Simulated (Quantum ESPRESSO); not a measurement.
## Converging the k-point mesh: GeTe (R3m, 2 atoms in the cell)

```xyz
2
Lattice="2.1008 -1.2129 3.6901 0.0000 2.4258 3.6901 -2.1008 -1.2129 3.6901" Properties=species:S:1:pos:R:3 pbc="T T T"
Ge     0.0000     0.0000    11.0342
Te     0.0000     0.0000     5.8537
```

Method of the run: PBE, SSSP 1.1.2 efficiency (PBE) pseudopotentials (plane waves; Quantum ESPRESSO).

Base settings: ecutwfc = 50 Ry; ecutrho = 400 Ry; occupations = fixed; potentials = {Ge: ge_pbe_v1.4.uspp.F.UPF, Te: Te_pbe_v1.uspp.F.UPF}; K_POINTS = automatic 3 3 3 0 0 0; nbnd = 18; conv_thr = 1e-09 Ry; mixing_beta = 0.5.

Only quantities that move along the ladder and can be compared are tabulated.

The count of work is k-points × plane waves × bands × iterations; it is no time. Core times come from one kind of shared machine, to one figure; runs under 30 s give none.

The starting cell comes from a database of computed structures (which also holds hypothetical and non-ambient phases and stackings), without a prior relaxation at this level. Its lattice was rescaled by up to half a per cent. One atom was moved a little off its site on purpose. Spin-orbit coupling is off.

```csv
K_POINTS,free energy less the last step's (meV/atom),pressure (GPa),largest difference of a force vector from the last step's (eV/Å),gap on the mesh (eV),count of work / last,core time / last (rough)
automatic 2 2 2 0 0 0,808.11,9.17,2.266,0.485,0.0050,–
automatic 3 3 3 0 0 0,-41.35,0.08,0.258,1.512,0.0067,–
automatic 4 4 4 0 0 0,-18.19,-0.15,0.225,0.738,0.015,–
automatic 5 5 5 0 0 0,-10.65,-0.12,0.110,0.740,0.021,–
automatic 6 6 6 0 0 0,-5.83,-0.04,0.066,0.582,0.036,0.06
automatic 7 7 7 0 0 0,-4.17,-0.09,0.025,0.691,0.049,0.08
automatic 8 8 8 0 0 0,-1.81,-0.04,0.018,0.514,0.073,0.1
automatic 9 9 9 0 0 0,-1.40,-0.05,0.007,0.664,0.095,0.1
automatic 10 10 10 0 0 0,-0.74,-0.04,0.003,0.548,0.13,0.2
automatic 11 11 11 0 0 0,-0.47,-0.04,0.001,0.537,0.16,0.2
automatic 12 12 12 0 0 0,-0.28,-0.04,0.000,0.579,0.21,0.3
automatic 14 14 14 0 0 0,-0.10,-0.03,0.001,0.515,0.32,0.4
automatic 15 15 15 0 0 0,-0.06,-0.03,0.001,0.535,0.39,0.4
automatic 17 17 17 0 0 0,-0.02,-0.03,0.000,0.532,0.55,0.6
automatic 21 21 21 0 0 0,0.00,-0.03,0.000,0.504,1.0,1
```

Coarsest K_POINTS that holds the free energy within 5 meV/atom of the last step, with all finer ones: automatic 7 7 7 0 0 0, at 0.049 of the last step's count of work and about 0.08 of the last step's time; the step before is off by 5.8 meV/atom.

Coarsest K_POINTS that holds the pressure within 1 GPa of the last step, with all finer ones: automatic 3 3 3 0 0 0, at 0.0067 of the last step's count of work; the step before is off by 9.2 GPa.

The gap on the mesh jumps up and down from mesh to mesh; it is no smooth measure of convergence.
